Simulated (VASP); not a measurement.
Input of a VASP 6.6.1 run:

INCAR

```
PREC = Accurate
ENCUT = 520
EDIFF = 1E-6
ISMEAR = 0
SIGMA = 0.1
LREAL = F
LASPH = T
NELM = 150
ALGO = Fast
ISIF = 2
LWAVE = F
LCHARG = F
ISPIN = 2
MAGMOM = 0.54 0.54 0.54 0.54
LORBIT = 11
LMAXMIX = 4
GGA = PE
NBANDS = 38
```

Contents of KPOINTS:

```
Automatic mesh
0
Gamma
  4 4 4
```

The input POSCAR:

```
V
1.0
    3.8232564678      0.0000000000      0.0000000000
    0.0000000000      3.8232564678      0.0000000000
    0.0000000000      0.0000000000      3.8232564678
V
4
Direct
    0.0000707115      0.0000707115      0.0000707115
    0.4999292885      0.9999292885      0.5000707115
    0.5000707115      0.4999292885      0.9999292885
    0.9999292885      0.5000707115      0.4999292885
```

Potentials or basis: VASP PAW PBE potentials, release 64 (V_sv).

The run is started by

```console
$ cat potpaw_PBE.64/V_sv/POTCAR > POTCAR
$ mpirun -np 1 vasp_std > vasp.out
```

Q: What does it give for the band gap on the k mesh?

A: None (metal or under the smearing width).

Q: Estimate the net moment.

A: 1.93 μB per cell.

Forces in eV/Å, atoms in the order of the input:
```
V   -0.001 -0.001 -0.001
V    0.001  0.001 -0.001
V   -0.001  0.001  0.001
V    0.001 -0.001  0.001
```

Caveat: the k mesh is coarse (spacing up to 0.41 Å⁻¹), so the values aren't converged.
